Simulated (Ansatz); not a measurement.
# AlCu (Pm-3m) in Ansatz: a series of runs

One crystal, AlCu, is run at these levels: PBEsol; tasks: single point.

Everything below comes from runs of Ansatz 0.2.0. Logs are shortened: lines on timing, memory, paths and dates and some standing lists are left out, and cuts for length are marked.

## Step 1: The structure

The structure is cubic, space group Pm-3m (No. 221). Conventional cell: a = 2.998 Å, b = 2.998 Å, c = 2.998 Å, α = 90.00°, β = 90.00°, γ = 90.00°. Cu (site symmetry m-3m) is surrounded by 8 Al at 2.60 Å. Around Al (site symmetry m-3m) lie 8 Cu at 2.60 Å.

The cell comes from a database or a generator and needn't be the stable form of this composition.

## Step 2: Single point, PBEsol, 12.66 Å³/atom (volume scaled by 0.94)

The input, input.yaml:

```yaml
crystal:
  lattice:
    - [2.9363181771, 0.0, 0.0]
    - [0.0, 2.9363181771, 0.0]
    - [0.0, 0.0, 2.9363181771]
  atoms:
    - { symbol: Cu, position: [0.5, 0.5, 0.5] }
    - { symbol: Al, position: [0.0, 0.0, 0.0] }
kpoints:
  mp_grid: { grid: [9, 9, 9] }
scf:
  occupations: { method: fermi_dirac, width: 0.05 }
hamiltonian:
  xc: pbesol
  pseudopotentials: { kind: all_electron, lapw: { basis_error: 0.0005 } }
output:
  forces: true
  stress: true
  eigenvalues: true
```

Potentials or basis: all-electron LAPW, scalar-relativistic.

Started as:

```console
$ ansatz run input.yaml --threads 1 --pin off --max-ram 3072MiB --backend cpu --events-out ev --progress --plain --runs-dir out
```

What it wrote:

```text
Warning: RAYON_NUM_THREADS=1 ignored (pool sized by the plan → 1); use --threads N
LAPW: plane waves up to 8.361 Å⁻¹, error target 5.0e-4 eV per atom; small_component_spin mean_spin; Al in spheres of 1.166 Å, 11 of its electrons in bands, Dirac shells []; Cu in spheres of 1.377 Å, 19 of its electrons in bands, Dirac shells [] (how accurate: hamiltonian.pseudopotentials.lapw.basis_error, Limitations)
Engine: ansatz 0.2.0, aarch64-unknown-linux-gnu
Pseudopotentials: kind: all_electron
Pseudopotential: Cu, LAPW, valence charge 19, lapw/all_electron/scalar/gaussian/Cu, Koelling and Harmon's equation, gaussian nucleus
Pseudopotential: Al, LAPW, valence charge 11, lapw/all_electron/scalar/gaussian/Al, Koelling and Harmon's equation, gaussian nucleus
Functional definition: PBEsol
  exchange = pbesol_x
  correlation = pbesol_c
Crystal: 2 atoms, lattice volume = 25.317 Å³
Basis set: ecut = 266.3708261160615 eV, 251 PW (Γ), exchange–correlation at level 2
Bands: 19, of which v1, the nominal top of the filled ones, is band 15 counted from 1 (14 counted from 0)
Symmetry: 48 space group operations
Space group: Pm-3m (ITA 221), of the structure as read, at distance tolerance 2.9e-5 Å
k-points: 35 of 729
Non-local potential: Cu, projectors of the file, none
Non-local potential: Al, projectors of the file, none
Initial density: superposition of atomic densities (chi_scale 0.1, normalization cell, long waves kept (reshape's long-wave potential 0.00 eV rms))
Initial wavefunctions: plane waves of lowest kinetic energy (no species holds an atomic orbital)
Functional: x = pbesol(κ = 0.804, μ = 0.12345679012345678), c = pbesol(β = 0.046)
iter 1 solved again at ethr=2.32e-3 eV; its pass at ethr=1.00e-1 eV (dr2=6.97e-1 eV) is discarded
SCF iter   1: F=—  HF=-51594.900725 eV  |F-HF|=—  |Δ(HF+E_count)|=         —  Δρ=5.28e-2  dr2=6.99e-1  ethr=2.32e-3  ⟨swp⟩=2.0  Hψ=4656  notcnv=0
preconditioner: auto → none  [metal: Δε(μ)=0.076 eV  Ē_g=8.838 eV  σ=0.050 eV  W_gap=0.36  n_scr=6 (ndim 8)  ℏωp=27.6 eV  f_vac=0.000  D(μ)=0.84/eV (n_scr^D=6)  sad-step TF]
SCF iter   2: F=—  HF=-51600.401818 eV  |F-HF|=—  |Δ(HF+E_count)|=    5.50e0  Δρ=4.95e-2  dr2=8.75e-1  ethr=2.32e-3  ⟨swp⟩=3.0  Hψ=2335  notcnv=0
SCF iter   3: F=—  HF=-51594.098632 eV  |F-HF|=—  |Δ(HF+E_count)|=    6.30e0  Δρ=2.85e-2  dr2=3.13e-1  ethr=2.32e-3  ⟨swp⟩=2.4  Hψ=1983  notcnv=0
iter 4 solved again at ethr=5.16e-5 eV; its pass at ethr=1.04e-3 eV (dr2=1.55e-2 eV) is discarded
SCF iter   4: F=—  HF=-51592.840950 eV  |F-HF|=—  |Δ(HF+E_count)|=    1.26e0  Δρ=8.82e-3  dr2=1.55e-2  ethr=5.16e-5  ⟨swp⟩=2.0  Hψ=3424  notcnv=0  defer=1
SCF iter   5: F=—  HF=-51592.777998 eV  |F-HF|=—  |Δ(HF+E_count)|=         —  Δρ=2.12e-3  dr2=1.31e-3  ethr=5.16e-5  ⟨swp⟩=2.1  Hψ=1838  notcnv=0
the basis was enlarged: its passes take 338.3 KiB over the memory plan, 1 of 1 planned eigensolver slots
SCF iter   6: F=—  HF=-51592.775993 eV  |F-HF|=—  |Δ(HF+E_count)|=   2.00e-3  Δρ=1.05e-3  dr2=3.65e-4  ethr=4.36e-6  ⟨swp⟩=2.0  Hψ=1822  notcnv=0
SCF iter   7: F=—  HF=-51592.775312 eV  |F-HF|=—  |Δ(HF+E_count)|=   6.81e-4  Δρ=1.81e-4  dr2=1.13e-5  ethr=1.22e-6  ⟨swp⟩=2.0  Hψ=1822  notcnv=0
SCF iter   8: F=—  HF=-51592.775291 eV  |F-HF|=—  |Δ(HF+E_count)|=   2.17e-5  Δρ=2.76e-5  dr2=2.51e-7  ethr=3.76e-8  ⟨swp⟩=2.0  Hψ=1823  notcnv=0
SCF iter   9: F=—  HF=-51592.775290 eV  |F-HF|=—  |Δ(HF+E_count)|=   5.04e-7  Δρ=8.62e-6  dr2=2.61e-8  ethr=8.37e-10  ⟨swp⟩=2.1  Hψ=1826  notcnv=0
SCF iter  10: F=-51592.775290 eV  HF=-51592.775290 eV  |F-HF|=1.30e-9  |Δ(HF+E_count)|=   4.61e-8  Δρ=5.62e-7  dr2=9.89e-11  ethr=8.70e-11  ⟨swp⟩=2.2  Hψ=1830  notcnv=0
SCF 1 converged in 10 iterations: F = -51592.775290 eV  dr2 = 9.89e-11
SCF converged after 10 iterations
Free energy (F): -51592.775290 eV
Harris-Foulkes:  -51592.775290 eV  (|F-HF|=1.30e-9)
Internal energy: -51592.768653 eV  (E = F + TS)
E sigma→0 (E₀):  -51592.771972 eV
Entropy (-TS):   -0.006637 eV (-3.318 meV/atom)
Fermi energy:    15.073708 eV
--- Per-component energies (eV) ---
  E_band       = -867.680838
  E_kinetic    = 52374.483084
  E_xc         = -2298.259849
  E_electrostatic = -101668.991889  (all electrons and nuclei)
  E_smearing   = -0.006637  (= −TS)
  E_closure    = 0.000000  (closes the sum)
  E_atoms      = -51584.048694  (free atoms, spherical and without spin; not in F)
  Σ components = -51592.775290   (vs F -51592.775290, Δ=0.00e0)
  Basis errors (estimates in eV, not in F): energy 1.3e-4 per atom: plane waves 1.1e-4 (5.9e-5 summed), levels above the bands 3.0e-36, relativity 5.3e-9, radial functions 1.6e-5, core shells 1.9e-11; eigenvalues (radial functions only) 1.2e-6; not estimated: angular momenta, meshes, grids; target (lapw.basis_error) 5.0e-4; muffin-tin radii Al 1.166 Å, Cu 1.377 Å
--- Forces (eV/Å), atoms counted from 1 ---
  atom   1  Cu     0.00000000     0.00000000     0.00000000
  atom   2  Al    -0.00000000    -0.00000000    -0.00000000
  max |Σ_I F_I| component: 2.38e-31 eV/Å
--- Stress (GPa, compression-positive) ---
        2.816220      -0.000000       0.000000
       -0.000000       2.816220       0.000000
        0.000000       0.000000       2.816220
  P = ⅓ Tr σ = 2.8162 GPa (28.162 kbar)
--- Band table (eV; the first three rows and the last of 35) ---
  k-point 0: bands = ["-98.7667", "-88.3751", "-56.2802", "-56.2802", "-56.2802", "-50.0493", "-50.0493", "-50.0493", "3.1283", "9.9312", "9.9312", "11.0724", "11.0724", "11.0724", "19.0985", "19.0985", "19.0985", "21.5695", "21.5695"]
  k-point 1: bands = ["-98.7666", "-88.3750", "-56.2814", "-56.2801", "-56.2801", "-50.0504", "-50.0492", "-50.0492", "3.3461", "9.9386", "9.9653", "11.0100", "11.0100", "11.0793", "17.1194", "19.3617", "19.3617", "21.6370", "23.1534"]
  k-point 2: bands = ["-98.7665", "-88.3748", "-56.2845", "-56.2798", "-56.2798", "-50.0530", "-50.0491", "-50.0491", "3.9927", "9.8734", "10.0529", "10.8601", "10.8601", "11.0968", "14.5556", "20.1163", "20.1163", "21.8318", "24.5096"]
  k-point 34: bands = ["-98.7651", "-88.3733", "-56.2886", "-56.2885", "-56.2885", "-50.0565", "-50.0565", "-50.0565", "9.2671", "9.4171", "9.4171", "11.4366", "11.4366", "14.2253", "15.5293", "15.5293", "17.0487", "17.9961", "17.9961"]
```

Run time: 6 s. Hardware: 1 thread of Arm Neoverse V2, shared host; peak memory 0.28 GiB.

Results:

* Free energy: -51592.7753 eV
* Pressure: 2.8 GPa
* Band gap on the k mesh: none (metal or under the smearing width)

## Step 3: Single point, PBEsol, 12.93 Å³/atom (volume scaled by 0.96)

Edit input.yaml of step 2 so:

```diff
@@ -2,5 +2,5 @@
   lattice:
-    - [2.9363181771, 0.0, 0.0]
-    - [0.0, 2.9363181771, 0.0]
-    - [0.0, 0.0, 2.9363181771]
+    - [2.9569971555, 0.0, 0.0]
+    - [0.0, 2.9569971555, 0.0]
+    - [0.0, 0.0, 2.9569971555]
   atoms:
```

Potentials or basis: all-electron LAPW, scalar-relativistic.

Started as:

```console
$ ansatz run input.yaml --threads 1 --pin off --max-ram 3072MiB --backend cpu --events-out ev --progress --plain --runs-dir out
```

Run time: 6 s. Hardware: 1 thread of Arm Neoverse V2, shared host; peak memory 0.28 GiB.

The run converged. Its results:

| Property | Result |
| --- | --- |
| Free energy | -51592.7799 eV |
| Pressure | 0.0 GPa |
| Band gap on the k mesh | none (metal or under the smearing width) |

## Step 4: Single point, PBEsol, 13.20 Å³/atom (volume scaled by 0.98)

Edit input.yaml of step 3 so:

```diff
@@ -2,5 +2,5 @@
   lattice:
-    - [2.9569971555, 0.0, 0.0]
-    - [0.0, 2.9569971555, 0.0]
-    - [0.0, 0.0, 2.9569971555]
+    - [2.9773908838, 0.0, 0.0]
+    - [0.0, 2.9773908838, 0.0]
+    - [0.0, 0.0, 2.9773908838]
   atoms:
```

Started as:

```console
$ ansatz run input.yaml --threads 1 --pin off --max-ram 3072MiB --backend cpu --events-out ev --progress --plain --runs-dir out
```

Wall time 6 s (1 thread of Arm Neoverse V2, shared host); peak memory 0.28 GiB.

It converged, with:

| Item | Value |
| --- | --- |
| Free energy | -51592.7757 eV |
| Pressure | -2.5 GPa |
| Band gap on the k mesh | none (metal or under the smearing width) |

## Step 5: Single point, PBEsol, 13.47 Å³/atom

Edit input.yaml of step 4 so:

```diff
@@ -2,5 +2,5 @@
   lattice:
-    - [2.9773908838, 0.0, 0.0]
-    - [0.0, 2.9773908838, 0.0]
-    - [0.0, 0.0, 2.9773908838]
+    - [2.997509, 0.0, 0.0]
+    - [0.0, 2.997509, 0.0]
+    - [0.0, 0.0, 2.997509]
   atoms:
```

Started as:

```console
$ ansatz run input.yaml --threads 1 --pin off --max-ram 3072MiB --backend cpu --events-out ev --progress --plain --runs-dir out
```

Wall time 6.1 s (1 thread of Arm Neoverse V2, shared host); peak memory 0.28 GiB.

It converged, with:

- Free energy: -51592.7636 eV
- Pressure: -4.7 GPa
- Band gap on the k mesh: none (metal or under the smearing width)

## Step 6: Single point, PBEsol, 13.74 Å³/atom (volume scaled by 1.02)

Edit input.yaml of step 5 so:

```diff
@@ -2,5 +2,5 @@
   lattice:
-    - [2.997509, 0.0, 0.0]
-    - [0.0, 2.997509, 0.0]
-    - [0.0, 0.0, 2.997509]
+    - [3.0173606315, 0.0, 0.0]
+    - [0.0, 3.0173606315, 0.0]
+    - [0.0, 0.0, 3.0173606315]
   atoms:
```

Potentials or basis: all-electron LAPW, scalar-relativistic.

Started as:

```console
$ ansatz run input.yaml --threads 1 --pin off --max-ram 3072MiB --backend cpu --events-out ev --progress --plain --runs-dir out
```

It took 6 s on 1 thread of Arm Neoverse V2, shared host; peak memory 0.28 GiB.

The run converged. Its results:

```yaml
Free_energy: -51592.7445 eV
Pressure: -6.6 GPa
Band_gap_on_the_k_mesh: none (metal or under the smearing width)
```

## Step 7: Single point, PBEsol, 14.01 Å³/atom (volume scaled by 1.04)

Edit input.yaml of step 6 so:

```diff
@@ -2,5 +2,5 @@
   lattice:
-    - [3.0173606315, 0.0, 0.0]
-    - [0.0, 3.0173606315, 0.0]
-    - [0.0, 0.0, 3.0173606315]
+    - [3.0369544314, 0.0, 0.0]
+    - [0.0, 3.0369544314, 0.0]
+    - [0.0, 0.0, 3.0369544314]
   atoms:
```

Started as:

```console
$ ansatz run input.yaml --threads 1 --pin off --max-ram 3072MiB --backend cpu --events-out ev --progress --plain --runs-dir out
```

Run time: 6 s. Hardware: 1 thread of Arm Neoverse V2, shared host; peak memory 0.28 GiB.

Results (log left out):

```
Free energy            : -51592.7192 eV
Pressure               : -8.4 GPa
Band gap on the k mesh : none (metal or under the smearing width)
```

## Step 8: Single point, PBEsol, 14.27 Å³/atom (volume scaled by 1.06)

Edit input.yaml of step 7 so:

```diff
@@ -2,5 +2,5 @@
   lattice:
-    - [3.0369544314, 0.0, 0.0]
-    - [0.0, 3.0369544314, 0.0]
-    - [0.0, 0.0, 3.0369544314]
+    - [3.0562986117, 0.0, 0.0]
+    - [0.0, 3.0562986117, 0.0]
+    - [0.0, 0.0, 3.0562986117]
   atoms:
```

Started as:

```console
$ ansatz run input.yaml --threads 1 --pin off --max-ram 3072MiB --backend cpu --events-out ev --progress --plain --runs-dir out
```

Run time: 6 s. Hardware: 1 thread of Arm Neoverse V2, shared host; peak memory 0.28 GiB.

Results (log left out):

```
Free energy            : -51592.6884 eV
Pressure               : -9.9 GPa
Band gap on the k mesh : none (metal or under the smearing width)
```

## Step 9: For comparison

An earlier run on the cell as given: functional PBEsol; potentials or basis all-electron LAPW, scalar-relativistic; cutoff 233 eV (chosen from the basis error); basis error allowed 0.001 eV/atom; k mesh 9 × 9 × 9; occupations fermi-dirac, width 0.05 eV; no spin polarisation.

* Pressure: -4.7 GPa
* Band gap on the k mesh: none (metal or under the smearing width)
* Loewdin charges: Cu +0.68; Al -0.54 e
